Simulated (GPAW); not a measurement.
Nb3Sn: relaxation of cell and atoms with PBEsol+D3

Crystal: Nb3Sn.

```
CELL_PARAMETERS angstrom
5.28210 0.00000 0.00000
0.00000 5.28210 0.00000
0.00000 0.00000 5.28210
ATOMIC_POSITIONS crystal
Sn 0.50000 0.50000 0.50000
Sn 0.00000 0.00000 0.00000
Nb 0.00000 0.50000 0.25000
Nb 0.00000 0.50000 0.75000
Nb 0.50000 0.25000 0.00000
Nb 0.75000 0.00000 0.50000
Nb 0.50000 0.75000 0.00000
Nb 0.25000 0.00000 0.50000
```

- Program: GPAW 26.7.0
- Task: relaxation of cell and atoms
- Functional: PBEsol
- Dispersion: D3
- Potentials or basis: PAW data sets generated in the run's folder for this functional
- Cutoff: 600 eV
- Basis: pw
- k mesh: 4 × 4 × 4
- Occupations: fermi-dirac, width 0.05 eV
- Spin: no spin polarisation
- Maxiter: 150
- Optimizer: BFGS
- Fmax: 0.02 eV/Å
- Max steps: 60
- Convergence: density=1e-05 forces=0.0001

| Quantity | Value |
| --- | --- |
| Relaxed volume | 17.55 Å³/atom |
| Relaxed cell | a = 5.198 Å, b = 5.198 Å, c = 5.198 Å, α = 90.00°, β = 90.00°, γ = 90.00° |
| Space group after relaxing (to 0.05 Å) | Pm-3n (No. 223) |
| Energy gained by relaxing | 23.3 meV/atom |
| Ionic steps | 4 |
| Pressure after relaxing | 0.0 GPa |
| Band gap on the k mesh | none (metal or under the smearing width) |
| Dispersion energy per atom | -0.410 eV |

Step by step:
```csv
step,energy change (eV),largest force (eV/Å),pressure (GPa),volume (Å³)
1,0.0000,0.0000,-8.11,147.37
2,-0.0357,0.0000,-7.35,146.64
3,-0.1863,0.0000,0.47,140.04
4,-0.1866,0.0000,-0.02,140.41
```

Final structure:
```xyz
8
Lattice="5.1976 0.0000 0.0000 0.0000 5.1976 0.0000 0.0000 0.0000 5.1976" Properties=species:S:1:pos:R:3 pbc="T T T"
Sn    2.5988    2.5988    2.5988
Sn    0.0000    0.0000    0.0000
Nb    0.0000    2.5988    1.2994
Nb    0.0000    2.5988    3.8982
Nb    2.5988    1.2994    0.0000
Nb    3.8982    0.0000    2.5988
Nb    2.5988    3.8982    0.0000
Nb    1.2994    0.0000    2.5988
```

Levels at points of the mesh, in eV from the Fermi level:
| k point | band 50 | band 51 | band 52 | band 53 | band 54 | band 55 | band 56 | band 57 | band 58 | band 59 |
| --- | --- | --- | --- | --- | --- | --- | --- | --- | --- | --- |
| (0.00, 0.00, 0.00) | -0.60 | -0.60 | -0.60 | -0.09 | -0.09 | 2.48 | 2.48 | 2.48 | 2.75 | 3.69 |
| (0.50, 0.00, 0.00) | -1.13 | -0.94 | -0.94 | -0.37 | -0.37 | 1.60 | 1.60 | 2.26 | 2.26 | 2.84 |
| (0.50, 0.50, 0.00) | 0.08 | 0.10 | 0.10 | 0.23 | 0.57 | 0.66 | 0.66 | 0.76 | 0.86 | 1.22 |
| (0.50, 0.50, 0.50) | -0.04 | -0.04 | -0.04 | 0.13 | 0.13 | 0.13 | 0.13 | 0.13 | 0.13 | 2.62 |

It took 5.4 min on 1 thread of Arm Neoverse V2, on a shared host, peak memory 0.39 GiB.

Caveat: later steps reuse the first step's grids; pairwise dispersion overbinds metals, which lowers pressure and volume.
